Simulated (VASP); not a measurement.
# Si (I4_1/amd) in VASP: phonons with PBE

Aim: the phonons of Si with PBE.

Program: VASP 6.6.1. These are calculated values, not measurements. Logs are shortened: lines on timing, memory, paths and dates and some standing lists are left out, and cuts for length are marked.

## Step 1: The structure

It takes space group I4_1/amd (No. 141, tetragonal). The conventional cell has a = 3.798 Å, b = 3.798 Å, c = 5.648 Å, α = 90.00°, β = 90.00°, γ = 90.00°. Around Si (site symmetry -4m2) lie 4 Si at 2.37 Å.

## Step 2: Phonons, PBE

Input file POSCAR:

```
Si
1.0
    0.0000000000      2.6852699564      2.8241200000
    2.6852699564      0.0000000000      2.8241200000
    2.6852699564      2.6852699564      0.0000000000
Si
2
Direct
    0.0000000000      0.0000000000      0.0000000000
    0.2500000000      0.2500000000      0.2500000000
```

Input file INCAR.step1:

```
SYSTEM = Si
PREC = Accurate ; ENCUT = 600
EDIFF = 1E-8 ; ISMEAR = 0
SIGMA = 0.01 ; LREAL = .FALSE.
LASPH = .TRUE. ; NELM = 80
ALGO = Fast ; ISIF = 3
LWAVE = .FALSE. ; LCHARG = .FALSE.
GGA = PE ; IBRION = 2
NSW = 40 ; EDIFFG = -0.002
```

Input file INCAR.step2:

```
SYSTEM = Si
PREC = Accurate ; ENCUT = 600
EDIFF = 1E-8 ; ISMEAR = 0
SIGMA = 0.01 ; LREAL = .FALSE.
LASPH = .TRUE. ; NELM = 80
ALGO = Fast ; ISIF = 2
LWAVE = .FALSE. ; LCHARG = .FALSE.
GGA = PE ; IBRION = 6
NFREE = 2 ; POTIM = 0.015
NSW = 1
```

Input file KPOINTS:

```
Automatic mesh
0
G
  10 10 10
  0 0 0
```

Potentials or basis: VASP PAW PBE potentials, release 64 (Si).

Launch:

```console
> cat potpaw_PBE.64/Si/POTCAR > POTCAR
> cp INCAR.step1 INCAR
> mpirun -np 1 vasp_std > vasp.out
> cp CONTCAR POSCAR
> cp INCAR.step2 INCAR
> mpirun -np 1 vasp_std > vasp.out
```

OUTCAR:

```text
SYSTEM = Si
   PREC = Accurate
   ENCUT = 600
   EDIFF = 1E-8
   ISMEAR = 0
   LREAL = .FALSE.
   LASPH = .TRUE.
   NELM = 80
   ISIF = 2
   GGA = PE
   IBRION = 6
   NFREE = 2
   POTIM = 0.015
   NSW = 1

 ion  position               nearest neighbor table
   1  0.000  0.000  0.000-   2 2.37   2 2.37   2 2.37   2 2.37
   2  0.250  0.250  0.250-   1 2.37   1 2.37   1 2.37   1 2.37

  LATTYP: Found a body centered tetragonal cell.
 ALAT       =     3.8671467046
 C/A-ratio  =     1.4140515534

  Lattice vectors:

 A1 = (   0.0000000000,  -2.7344856587,  -2.7341724024)
 A2 = (   0.0000000000,   2.7344856587,  -2.7341724024)
 A3 = (   2.7344856587,   0.0000000000,   2.7341724024)

Analysis of symmetry for initial positions (statically):
=====================================================================
 Subroutine PRICEL returns:
 Original cell was already a primitive cell.

 Routine SETGRP: Setting up the symmetry group for a
 body centered tetragonal supercell.

 Subroutine GETGRP returns: Found 16 space group operations
 (whereof  8 operations were pure point group operations)
 out of a pool of 16 trial point group operations.

The static configuration has the point symmetry D_2d.
 The point group associated with its full space group is D_4h.

Analysis of symmetry for dynamics (positions and initial velocities):
=====================================================================
 Subroutine PRICEL returns:
 Original cell was already a primitive cell.

 Routine SETGRP: Setting up the symmetry group for a
 body centered tetragonal supercell.

 Subroutine GETGRP returns: Found 16 space group operations
 (whereof  8 operations were pure point group operations)
 out of a pool of 16 trial point group operations.

The dynamic configuration has the point symmetry D_2d.
 The point group associated with its full space group is D_4h.

 Subroutine INISYM returns: Found 16 space group operations
 (whereof  8 operations are pure point group operations),
 and found     1 'primitive' translations

----------------------------------------------------------------------------------------

                                     Primitive cell

  volume of cell :      40.8891

  direct lattice vectors                    reciprocal lattice vectors
     0.000000000  2.734485659  2.734172402    -0.182849743  0.182849743  0.182870692
     2.734485659  0.000000000  2.734172402     0.182849743 -0.182849743  0.182870692
     2.734485659  2.734485659  0.000000000     0.182849743  0.182849743 -0.182870692

  length of vectors
     3.866925205  3.866925205  3.867146705     0.316717141  0.316717141  0.316717141

  position of ions in fractional coordinates (direct lattice)
     0.000000000  0.000000000  0.000000000
     0.250000000  0.250000000  0.250000000

  ion indices of the primitive-cell ions
   primitive index   ion index
                 1           1
                 2           2

----------------------------------------------------------------------------------------

 KPOINTS: Automatic mesh

Automatic generation of k-mesh.
 Grid dimensions read from file:
 generate k-points for:   10   10   10

 Generating k-lattice:

  Cartesian coordinates                     Fractional coordinates (reciprocal lattice)
    -0.018284974  0.018284974  0.018287069     0.100000000 -0.000000000  0.000000000
     0.018284974 -0.018284974  0.018287069    -0.000000000  0.100000000  0.000000000
     0.018284974  0.018284974 -0.018287069     0.000000000  0.000000000  0.100000000

  Length of vectors
     0.031671714  0.031671714  0.031671714

  Shift w.r.t. Gamma in fractional coordinates (k-lattice)
     0.000000000  0.000000000  0.000000000

 Subroutine IBZKPT returns following result:
 ===========================================

 Found    102 irreducible k-points:

 Following reciprocal coordinates:
            Coordinates               Weight
  0.000000  0.000000  0.000000      1.000000
  0.100000 -0.000000  0.000000      8.000000
  0.200000 -0.000000  0.000000      8.000000
  0.300000  0.000000  0.000000      8.000000
  0.400000  0.000000  0.000000      8.000000
  0.500000  0.000000  0.000000      4.000000
[... 16 lines left out ...]
  0.300000  0.300000  0.000000      2.000000
  0.400000  0.300000  0.000000      8.000000
 [... further k-points ...]
   k-points           NKPTS =    102   k-points in BZ     NKDIM =    102   number of bands    NBANDS=      8
   number of dos      NEDOS =    301   number of ions     NIONS =      2
   total plane-waves  NPLWV =  32768
   dimension x,y,z NGX =    32 NGY =   32 NGZ =   32
   dimension x,y,z NGXF=    64 NGYF=   64 NGZF=   64
   ions per type =               2
   NGX,Y,Z   is equivalent  to a cutoff of  13.76, 13.76, 13.76 a.u.
   NGXF,Y,Z  is equivalent  to a cutoff of  27.51, 27.51, 27.51 a.u.
 SYSTEM =  Si
   PREC   = accura    normal or accurate (medium, high low for compatibility)
   ISTART =      0    job   : 0-new  1-cont  2-samecut
   ICHARG =      2    charge: 1-file 2-atom 10-const
   ISPIN  =      1    spin polarized calculation?
   LNONCOLLINEAR =      F non collinear calculations
   LSORBIT =      F    spin-orbit coupling
   LASPH  =      T    aspherical Exc in radial PAW
   ENCUT  =  600.0 eV  44.10 Ry    6.64 a.u.   7.72  7.72  7.72*2*pi/ulx,y,z
   NELM   =     80;   NELMIN=  2; NELMDL=  0     # of ELM steps
   EDIFF  = 0.1E-07   stopping-criterion for ELM
   LREAL  =      F    real-space projection
   EDIFFG = 0.1E-06   stopping-criterion for IOM
   NSW    =     61    number of steps for IOM
   IBRION =      6    ionic relax: 0-MD 1-quasi-New 2-CG
   NFREE  =      2    steps in history (QN), initial steepest desc. (CG)
   ISIF   =      2    stress and relaxation
   ISYM   =      2    0-nonsym 1-usesym 2-fastsym
   POTIM  = 0.0150    time-step for ionic-motion
   TEBEG  =    0.0;   TEEND  =   0.0 temperature during run
   PSTRESS=    0.0 pullay stress
   NELECT =       8.0000    total number of electrons
   NUPDOWN=      -1.0000    fix difference up-down
   EMIN   =  10.00;   EMAX   =-10.00  energy-range for DOS
   EFERMI =   0.00;   METHOD = LEGACY
   ISMEAR =     0;   SIGMA  =   0.01  broadening in eV -4-tet -1-fermi 0-gaus
   EFERMI_NEDOS =   21; number of points for ismear=-14 and -15
   IALGO  =     68    algorithm
   IMIX   =      4    mixing-type and parameters
     AMIX     =   0.40;   BMIX     =  1.00
     AMIX_MAG =   1.60;   BMIX_MAG =  1.00
  volume/ion in A,a.u.               =      20.44       137.97
  Fermi-wavevector in a.u.,A,eV,Ry     =   0.950391  1.795979 12.289374  0.903244
  Thomas-Fermi vector in A             =   2.078764
   LORBIT       =      0    0 simple, 1 ext, 2 COOP (PROOUT), +10 PAW based schemes
   GGA     = PE    functional components
   LHFCALC =     F    Hartree Fock is set to
   AEXX    =    0.0000 exact exchange contribution
   IVDW    =     0    specifies the selected vdW correction
   LEPSILON=     F    determine dielectric tensor
   LRPA    =     F    only Hartree local field effects (RPA)
 finite differences with symmetry
 non-spin polarized calculation
 RMM-DIIS sequential band-by-band and
 Gauss-broadening in eV      SIGMA  =   0.01
  energy-cutoff  :      600.00
  volume of cell :       40.89
 maximum number of plane-waves:      1387
   NGX = 15   NGY = 15   NGZ = 15

--------------------------------------- Ionic step        1  -------------------------------------------

 number of electron       8.0000000 magnetization

 Free energy of the ion-electron system (eV)
  ---------------------------------------------------
  ext. energy  EPLUGINS =         0.00000000
  ---------------------------------------------------
  free energy    TOTEN  =       -10.84933428 eV

  energy without entropy =      -10.84933428  energy(sigma->0) =      -10.84933428

------------------------ aborting loop because EDIFF is reached ----------------------------------------

  FORCE on cell =-STRESS in cart. coord.  units (eV):
  Direction    XX          YY          ZZ          XY          YZ          ZX
  --------------------------------------------------------------------------------------
  -------------------------------------------------------------------------------------
  Total       -0.0012549     -0.0012549      0.0015629      0.0000000      0.0000000     -0.0000000
  in kB       -0.0491705     -0.0491705      0.0612407      0.0000000      0.0000000     -0.0000000
  external PRESSURE =      -0.0123667 kB  Pullay stress =       0.0000000 kB
[... 131 lines left out ...]
--------------------------------------- Ionic step        5  -------------------------------------------

 number of electron       8.0000000 magnetization

 Free energy of the ion-electron system (eV)
  ---------------------------------------------------
  ext. energy  EPLUGINS =         0.00000000
  ---------------------------------------------------
  free energy    TOTEN  =       -10.84786760 eV

  energy without entropy =      -10.84786760  energy(sigma->0) =      -10.84786760

 E-fermi :   5.8023     XC(G=0):  -9.3271

 val. band max:        5.6874990607   @ k =   0.0000   0.0000   0.0000
 cond. band min:       6.2312423183   @ k =   0.4000   0.4000   0.0000
 fundamental gap:      0.5437432576
 Fermi energy:         5.8023196466

 k-point     1 :       0.0000    0.0000    0.0000
  band No.  band energies     occupation
      1      -6.1988      2.00000
      2       5.5440      2.00000
      3       5.6171      2.00000
      4       5.6875      2.00000
      5       8.1302      0.00000
      6       8.1717      0.00000
      7       8.2156      0.00000
      8       8.7494      0.00000
[... 243 lines left out ...]
 k-point    24 :       0.4000    0.3000    0.0000
  band No.  band energies     occupation
      1      -4.0751      2.00000
      2       0.2216      2.00000
      3       2.7941      2.00000
      4       3.2596      2.00000
      5       6.7125      0.00000
      6       7.8626      0.00000
      7      12.4737      0.00000
      8      12.6060      0.00000

 [... further k-points ...]

------------------------ aborting loop because EDIFF is reached ----------------------------------------

  FORCE on cell =-STRESS in cart. coord.  units (eV):
  Direction    XX          YY          ZZ          XY          YZ          ZX
  --------------------------------------------------------------------------------------
  -------------------------------------------------------------------------------------
  Total        0.0018572      0.0018572      0.0012015     -0.1354986      0.0000000      0.0000000
  in kB        0.0727712      0.0727712      0.0470796     -5.3093115      0.0000000      0.0000000
  external PRESSURE =       0.0642074 kB  Pullay stress =       0.0000000 kB
[... 17 lines left out ...]
  FREE ENERGIE OF THE ION-ELECTRON SYSTEM (eV)
  ---------------------------------------------------
  free  energy   TOTEN  =       -10.8478675959 eV

  energy  without entropy=      -10.8478675959  energy(sigma->0) =      -10.84786760

 INTERNAL STRAIN TENSORS FROM DISPLACED ATOMS
 ============================================

 INTERNAL STRAIN TENSOR FOR ION    1 for displacements in x,y,z  (eV/Angst):
          X           Y           Z          XY          YZ          ZX
  --------------------------------------------------------------------------------
  x     0.00000     0.00000     0.00000     0.00000     9.03086     0.00000
  y     0.00000     0.00000     0.00000     0.00000     0.00000     9.03086
  z     0.00000     0.00000     0.00000     9.03284     0.00000     0.00000

 INTERNAL STRAIN TENSOR FOR ION    2 for displacements in x,y,z  (eV/Angst):
          X           Y           Z          XY          YZ          ZX
  --------------------------------------------------------------------------------
  x     0.00000     0.00000     0.00000     0.00000    -9.03086     0.00000
  y     0.00000     0.00000     0.00000     0.00000     0.00000    -9.03086
  z     0.00000     0.00000     0.00000    -9.03284     0.00000     0.00000

 Eigenvectors and eigenvalues of the dynamical matrix
 ----------------------------------------------------

   1 f  =   15.066053 THz    94.662801 2PiTHz  502.549422 cm-1    62.308159 meV
             X         Y         Z           dx          dy          dz
      0.000000  0.000000  0.000000    -0.207673   -0.675923   -0.000000
      1.367243  1.367243  1.367086     0.207673    0.675923   -0.000000
[... 11 lines left out ...]
   4 f  =    0.000000 THz     0.000001 2PiTHz    0.000003 cm-1     0.000000 meV
             X         Y         Z           dx          dy          dz
      0.000000  0.000000  0.000000     0.707062    0.004410   -0.006669
      1.367243  1.367243  1.367086     0.707062    0.004410   -0.006669

   5 f/i=    0.000000 THz     0.000001 2PiTHz    0.000005 cm-1     0.000001 meV
             X         Y         Z           dx          dy          dz
      0.000000  0.000000  0.000000     0.007101   -0.075477    0.703031
      1.367243  1.367243  1.367086     0.007101   -0.075477    0.703031

   6 f/i=    0.000000 THz     0.000001 2PiTHz    0.000006 cm-1     0.000001 meV
             X         Y         Z           dx          dy          dz
      0.000000  0.000000  0.000000    -0.003673    0.703053    0.075517
      1.367243  1.367243  1.367086    -0.003673    0.703053    0.075517

 ELASTIC MODULI CONTR FROM IONIC RELAXATION (kBar)
 Direction    XX          YY          ZZ          XY          YZ          ZX
 --------------------------------------------------------------------------------
 XX           0.0000      0.0000      0.0000      0.0000      0.0000      0.0000
 YY           0.0000      0.0000      0.0000      0.0000      0.0000      0.0000
 ZZ           0.0000      0.0000      0.0000      0.0000      0.0000      0.0000
 XY           0.0000      0.0000      0.0000   -245.1747     -0.0000      0.0000
 YZ           0.0000      0.0000      0.0000     -0.0000   -245.0302     -0.0000
 ZX           0.0000      0.0000      0.0000      0.0000     -0.0000   -245.0302
 --------------------------------------------------------------------------------
```

Wall time 4.6 min (1 thread of Intel Xeon Platinum 8488C (Sapphire Rapids), shared host); peak memory 0.3 GiB.

What came out:

```
Relaxed volume                         : 20.44 Å³/atom
Relaxed cell                           : a = 3.867 Å, b = 3.867 Å, c = 3.867 Å, α = 60.00°, β = 60.00°, γ = 60.00°
Space group after relaxing (to 0.05 Å) : Fd-3m (No. 227)
Highest phonon frequency at Γ          : 503 cm⁻¹
```

Step by step:
| step | energy change (eV) | largest force (eV/Å) | pressure (GPa) | volume (Å³) |
| --- | --- | --- | --- | --- |
| 1 | 0.0000 | 0.0000 | 0.29 | 40.73 |
| 2 | -0.0194 | 0.0000 | -0.09 | 40.93 |
| 3 | -0.0220 | 0.0000 | -0.28 | 41.02 |
| 4 | -0.0220 | 0.0000 | -0.29 | 41.02 |
| 5 | -0.0220 | 0.0000 | 0.23 | 40.78 |
| 6 | -0.0221 | 0.0000 | 0.00 | 40.89 |
| 7 | -0.0221 | 0.0000 | 0.00 | 40.89 |
| 8 | -0.0221 | 0.0000 | 0.00 | 40.89 |

Final structure:
```
Si
1.0
     0.00000    2.73449    2.73417
     2.73449    0.00000    2.73417
     2.73449    2.73449    0.00000
Si
2
Cartesian
  0.0000 0.0000 0.0000
  1.3672 1.3672 1.3671
```

Phonon frequencies in cm⁻¹ (negative: imaginary):
```tsv
q point	frequencies
(0.000, 0.000, 0.000)	0 0 0 503 503 503
```
